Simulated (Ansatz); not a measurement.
The system is CdO2.

```xyz
3
Lattice="3.4762 0.0000 0.0000 -1.7381 3.0105 0.0000 0.0000 0.0000 4.1481" Properties=species:S:1:pos:R:3 pbc="T T T"
Cd    0.0000    0.0000    0.0000
O     0.0000    2.0070    1.0130
O     1.7381    1.0035    3.1350
```

The cell comes from a database or a generator and needn't be the stable form of this composition.

* Program: Ansatz 0.2.0
* Task: relaxation of cell and atoms
* Functional: PBEsol
* Dispersion: D4
* Potentials or basis: Ansatz PAW
* Cutoff: 420 eV (not typed: the program's choice for these potentials)
* k mesh: 9 × 9 × 7
* Occupations: fermi-dirac, width 0.05 eV
* Spin: no spin polarisation

At the start: volume 14.47 Å³/atom.

Q: How do energy, volume and symmetry change on relaxing?

A: It ends after 10 steps and the volume is 11.46 Å³/atom (-20.8 %); space group P-3m1 (No. 164, to 0.05 Å).

Step by step:
```csv
step,energy change (eV),largest force (eV/Å),volume (Å³)
1,0.0000,0.3201,43.41
2,-0.2688,0.0797,38.70
3,-0.3779,0.1502,35.66
4,-0.4035,0.0793,33.90
5,-0.4055,0.0500,34.61
6,-0.4060,0.0086,34.60
7,-0.4059,0.0007,34.61
8,-0.3938,0.0015,34.61
9,-0.3954,0.0003,34.38
10,-0.3943,0.0003,34.38
```

Final structure:
```
CELL_PARAMETERS angstrom
3.34171 0.00000 0.00000
-1.67086 2.89401 0.00000
0.00000 0.00000 3.55509
ATOMIC_POSITIONS crystal
Cd 0.00000 0.00000 0.00000
O 0.33333 0.66667 0.28403
O 0.66667 0.33333 0.71597
```

Caveat: the volume moved by over 15 % at a fixed basis, so the end points are rough; the plane-wave basis is chosen anew once the cell has moved, so the energies of steps on either side of that aren't comparable; the pressure holds a Pulay correction of +0.8 GPa for the finite cutoff; pairwise dispersion overbinds metals, which lowers pressure and volume; the PAW data sets come from PBE, with cores solved anew for the run's functional, which leaves a small shift of forces and pressure.
